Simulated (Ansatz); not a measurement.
# BN: LAPW beside PAW, part 2 of 2

The same cell of BN is computed with LAPW, all electrons, PAW on the default files and datasets made for this crystal, to set the results side by side.

Ansatz 0.2.0; DFT PBE; a database cell (COD). «Crystal datasets» are all-electron PAW datasets made for this crystal. The steps go on from the part before.

## 4. Datasets made for this crystal

The COD entry's cell or inner coordinates are ideal or old and differ from later refinements, so a difference from it is no clean test against experiment.

Input file input.yaml:

```yaml
crystal:
  lattice:
    - [2.5359998164, 0.0, 0.0]
    - [-1.2679999082, 2.196240265, 0.0]
    - [0.0, 0.0, 4.199]
  atoms:
    - { symbol: B, position: [0.6666666667, 0.3333333333, 0.0] }
    - { symbol: B, position: [0.3333333333, 0.6666666667, 0.5] }
    - { symbol: "N", position: [0.6666666667, 0.3333333333, 0.375] }
    - { symbol: "N", position: [0.3333333333, 0.6666666667, 0.875] }
kpoints:
  mp_grid: { grid: [11, 11, 6] }
  band_path:
    path:
      - [0.0, 0.0, 0.0]
      - [0.5, 0.0, 0.0]
      - [0.3333333333, 0.3333333333, 0.0]
      - [0.0, 0.0, 0.0]
      - [0.0, 0.0, 0.5]
      - [0.5, 0.0, 0.5]
      - [0.3333333333, 0.3333333333, 0.5]
      - [0.0, 0.0, 0.5]
      - [0.5, 0.0, 0.5]
    npoints: 8
scf:
  occupations: { method: fermi_dirac, width: 0.02 }
hamiltonian:
  xc: pbe
  pseudopotentials: { kind: all_electron, datasets: crystal }
output:
  forces: true
  stress: true
  eigenvalues: true
  efg: { contact_densities: true }
```

What it wrote:

```text
hamiltonian.pseudopotentials.datasets: crystal makes datasets for this crystal and solves the spheres of its atoms anew in each pass: cutoff 540.0 eV, the density's 2700.0 eV; for an error of 0.50 meV an atom under PBE, 2.0 meV for the cell; an energy difference from a run of another recipe may be off by several times the error for the cell, under r2SCAN by more, where some 0.1 meV an atom stays at smaller errors; B in spheres of 0.704 Å, 3 of its electrons in bands, 2 on its site; N in spheres of 0.847 Å, 5 of its electrons in bands; only band paths and densities of states list, in semicore columns, the levels of the semicore shells that are solved separately: 1s of B
Engine: ansatz 0.2.0
Pseudopotentials: kind: all_electron
Pseudopotential: B, paw, valence charge 5, recommended cutoff 540 eV (normal), Koelling and Harmon's equation, gaussian nucleus
Pseudopotential: N, paw, valence charge 5, recommended cutoff 540 eV (normal), Koelling and Harmon's equation, gaussian nucleus
Functional definition: PBE
  parameter kappa = 0.804
  parameter beta = 0.06672455060314922
  exchange = pbe_x(kappa = kappa, mu = beta*pi^2/3)
  correlation = pbe_c(beta = beta)
Crystal: 4 atoms, lattice volume = 23.387 Å³
Basis set: ecut = 540 eV, 663 PW (Γ), exchange–correlation on 48×48×72 points (8 copies of the dense FFT grid, shifted against one another)
Bands: 12, of which v1, the nominal top of the filled ones, is band 8 counted from 1 (7 counted from 0)
Symmetry: 12 space group operations
Space group: P63mc (ITA 186), of the structure as read, at distance tolerance 2.9e-5 Å
k-points: 64 of 726 (time reversal used)
Non-local potential: B, projectors of the file, l = 0: 1, l = 1: 1
Non-local potential: N, projectors of the file, l = 0: 1, l = 1: 1
PAW form: soft (Blöchl's): semilocal exchange-correlation on the pseudo side does not see the compensation charge
PAW one-centre angular grid: B, 110 points (default); XC on its mesh's 1861 points in the sphere
PAW one-centre angular grid: N, 110 points (default); XC on its mesh's 1901 points in the sphere
Initial density: superposition of atomic densities (neutral atoms: chi_scale 0, normalization atom)
Initial wavefunctions: pseudopotential atomic-orbital guess
Functional: x = pbe(κ = 0.804, μ = 0.2195149727645171), c = pbe(β = 0.06672455060314922)
iter 1 solved again at ethr=3.79e-2 eV; its pass at ethr=1.00e-1 eV (dr2=6.07e0 eV) is discarded
SCF iter   1: F=—  HF=-4338.850550 eV  |F-HF|=—  |Δ(HF+E_count)|=         —  Δρ=1.79e-1  dr2=6.06e0  ethr=3.79e-2  ⟨swp⟩=2.0  Hψ=4594  notcnv=0
preconditioner: auto → none  [insulator: Δε(μ)=7.124 eV  Ē_g=18.426 eV  σ=0.020 eV  W_gap=1.00  n_scr=2 (ndim 8)  ℏωp=30.7 eV  f_vac=0.000  D(μ)=0.00/eV (n_scr^D=0)  ε∞_Penn≈3.8]
iter 2 solved again at ethr=3.75e-3 eV; its pass at ethr=3.79e-2 eV (dr2=6.01e-1 eV) is discarded
SCF iter   2: F=—  HF=-4337.366801 eV  |F-HF|=—  |Δ(HF+E_count)|=    1.48e0  Δρ=6.77e-2  dr2=6.08e-1  ethr=3.75e-3  ⟨swp⟩=2.2  Hψ=3651  notcnv=0  defer=2
SCF iter   3: F=—  HF=-4337.288863 eV  |F-HF|=—  |Δ(HF+E_count)|=   7.79e-2  Δρ=2.32e-2  dr2=8.76e-2  ethr=3.75e-3  ⟨swp⟩=3.1  Hψ=1777  notcnv=0  defer=1
SCF iter   4: F=—  HF=-4337.298390 eV  |F-HF|=—  |Δ(HF+E_count)|=   9.53e-3  Δρ=2.70e-3  dr2=1.20e-3  ethr=5.48e-4  ⟨swp⟩=3.0  Hψ=2090  notcnv=0  defer=5
SCF iter   5: F=—  HF=-4337.300012 eV  |F-HF|=—  |Δ(HF+E_count)|=   1.62e-3  Δρ=1.08e-3  dr2=1.86e-4  ethr=7.49e-6  ⟨swp⟩=3.8  Hψ=2668  notcnv=0  defer=15
SCF iter   6: F=—  HF=-4337.299994 eV  |F-HF|=—  |Δ(HF+E_count)|=   1.77e-5  Δρ=1.35e-4  dr2=2.71e-6  ethr=1.16e-6  ⟨swp⟩=3.0  Hψ=1632  notcnv=0  defer=2
SCF iter   7: F=-4337.300002 eV  HF=-4337.300002 eV  |F-HF|=5.97e-9  |Δ(HF+E_count)|=   7.77e-6  Δρ=1.67e-5  dr2=3.83e-8  ethr=1.70e-8  ⟨swp⟩=3.0  Hψ=1781  notcnv=0
SCF 1 converged in 7 iterations: F = -4337.300000 eV  dr2 = 3.83e-8
  Residual-converged pass: ⟨swp⟩=4.0  Hψ=2155  notcnv=0  max |occ|·‖R‖ = 6.7e-6 eV (tolerance 6.7e-6 eV)  dr2=3.34e-8  dr2_onsite=5.95e-8  max |Δocc| = 0.0e0
NSCF: frozen V_eff on 65 k-points
SCF converged after 7 iterations
Free energy (F): -4337.300000 eV
Harris-Foulkes:  -4337.300000 eV  (|F-HF|=5.97e-9)
Internal energy: -4337.300000 eV  (E = F + TS)
E sigma→0 (E₀):  -4337.300000 eV
Past the cutoff: the bands carry plane waves up to 1.75 times it, of which those up to 1.5 times it add -0.000098 eV an atom, each by itself; the spheres take 0.000086 eV an atom off the energy for waves past 1.75 times it
By the cutoff:   a pressure is off by up to 0.008 GPa (1.2 times the spheres' own share and the shells' term, over an atom's volume, and 0.004 GPa: a bound that held against runs at twice the plane waves)
Past the cutoffs: a stress includes 0.0044 GPa for waves and charges beyond them, in addition to the slope of what the spheres take
In the spheres:  the bands' charges fall short by 4.4e-7 e at most (sound up to 1e-3), those of shells solved beside the bands by 4.7e-9 e (sound up to 5e-4)
Fermi energy:    14.459756 eV
--- Per-component energies (eV) ---
  The terms above E_closure are by the made datasets' own strengths, without shells solved beside the bands.
--- Forces (eV/Å), atoms counted from 1 ---
  atom   1  B      0.00000000     0.00000000     0.05505406
  atom   2  B      0.00000000    -0.00000000     0.05505406
  atom   3  N      0.00000000    -0.00000000    -0.05505212
  atom   4  N     -0.00000000     0.00000000    -0.05505212
  max |Σ_I F_I| component: 3.89e-6 eV/Å
--- Stress (GPa, compression-positive) ---
        8.371037       0.000000      -0.000000
       -0.000000       8.371037       0.000000
       -0.000000      -0.000000       7.220103
  P = ⅓ Tr σ = 7.9874 GPa (79.874 kbar)
  It holds what live shells' own plane waves past their cutoff add
--- PAW observables at the nuclei: V_zz in 10²¹ V/m², potentials from the cell's mean, atoms counted from 1 ---
  atom   1  B  V_zz =    +0.096145   η = 0.0000   by run symmetry: allowed
            electrostatic potential = -327.938234 V   contact ρ = 485.935904 e/Å³
  atom   2  B  V_zz =    +0.096145   η = 0.0000   by run symmetry: allowed
            electrostatic potential = -327.938234 V   contact ρ = 485.935904 e/Å³
  atom   3  N  V_zz =    +0.459387   η = 0.0000   by run symmetry: allowed
            electrostatic potential = -518.107543 V   contact ρ = 1411.508469 e/Å³
  atom   4  N  V_zz =    +0.459387   η = 0.0000   by run symmetry: allowed
            electrostatic potential = -518.107543 V   contact ρ = 1411.508469 e/Å³
--- Band table (eV; the first three rows and the last of 64) ---
  k-point 0: bands = ["-8.7339", "-4.5417", "0.7751", "9.6473", "9.6473", "11.5329", "11.7814", "11.7814", "20.2304", "20.2304"]
  k-point 1: bands = ["-8.5666", "-5.1165", "1.6470", "9.7653", "9.7653", "10.6256", "11.6041", "11.6041", "20.4303", "20.4303"]
  k-point 2: bands = ["-8.0705", "-6.2208", "3.6205", "8.5202", "10.1018", "10.1018", "11.1529", "11.1529", "20.9858", "20.9858"]
  k-point 63: bands = ["-3.2911", "-3.2911", "2.6892", "2.6892", "4.3680", "4.3680", "8.7045", "8.7045", "20.8741", "20.8741"]
```

Run time: 23 s. Hardware: 1 thread, shared host.

Result: pressure 7.99 GPa; gap 5.21 eV, indirect from Γ to K; largest force 0.055 eV/Å; Vzz B1 0.10 (η = 0.00), N3 0.46 (η = 0.00) (10²¹ V/m²).

| atom | contact density (e/Å³) |
| --- | --- |
| B1 | 485.9359 |
| N3 | 1411.508 |

## 5. Comparison

Highest filled and lowest empty level at the labelled points (eV from each run's valence-band top):

| point | LAPW top | LAPW bottom | PAW top | PAW bottom | crystal datasets top | crystal datasets bottom |
| --- | --- | --- | --- | --- | --- | --- |
| Γ | 0.00 | 8.45 | 0.00 | 8.45 | 0.00 | 8.45 |
| M | -2.14 | 6.78 | -2.14 | 6.78 | -2.14 | 6.78 |
| K | -5.45 | 5.21 | -5.45 | 5.22 | -5.45 | 5.21 |
| Γ | 0.00 | 8.45 | 0.00 | 8.45 | 0.00 | 8.45 |
| A | -1.18 | 9.62 | -1.18 | 9.61 | -1.18 | 9.62 |
| L | -3.59 | 6.65 | -3.59 | 6.65 | -3.59 | 6.65 |
| H | -3.05 | 9.39 | -3.05 | 9.39 | -3.05 | 9.39 |
| A | -1.18 | 9.62 | -1.18 | 9.61 | -1.18 | 9.62 |
| L | -3.59 | 6.65 | -3.59 | 6.65 | -3.59 | 6.65 |

| method | pressure (GPa) | gap (eV) | largest force (eV/Å) | Vzz B1 (10²¹ V/m²) | Vzz N3 (10²¹ V/m²) | SCF cycles, all passes |
| --- | --- | --- | --- | --- | --- | --- |
| LAPW | 7.99 | 5.21 | 0.055 | – | – | 7 |
| PAW | 7.98 | 5.22 | 0.055 | 0.09 | 0.46 | 6 |
| crystal datasets | 7.99 | 5.21 | 0.055 | 0.10 | 0.46 | 7 |

## 6. Outcome

The summary covers parts 1 to 2.

| quantity | value |
| --- | --- |
| pressure | LAPW 7.99, PAW 7.98, crystal datasets 7.99 GPa |
| gap (LAPW) | 5.21 eV, indirect from Γ to K |
| largest force | LAPW 0.055, PAW 0.055, crystal datasets 0.055 eV/Å |
| Bader charges (PAW) | B1 +2.17, N3 -2.17 e |

**Reading.** At this geometry the cell is under compression of 8.0 GPa, so it would expand if let go. A gap opens: 5.21 eV, indirect from Γ to K. It is the Kohn-Sham gap of a semilocal functional, which mostly lies below the gap found in experiment. The top eV of the valence band is mostly N 2p (86 % of the projected weight). The projection holds only the free atom's occupied shells (B 2s, B 2p, N 2s, N 2p in this range). The field gradient at N3, the largest by crystal datasets, is 0.46 by PAW and 0.46 by crystal datasets (10²¹ V/m²), within 5 %. In pressure, PAW differs from LAPW by less than 0.01 GPa and +0.01 eV in the gap. The forces differ by at most 1 meV/Å in a component, on a largest force of 0.055 eV/Å.
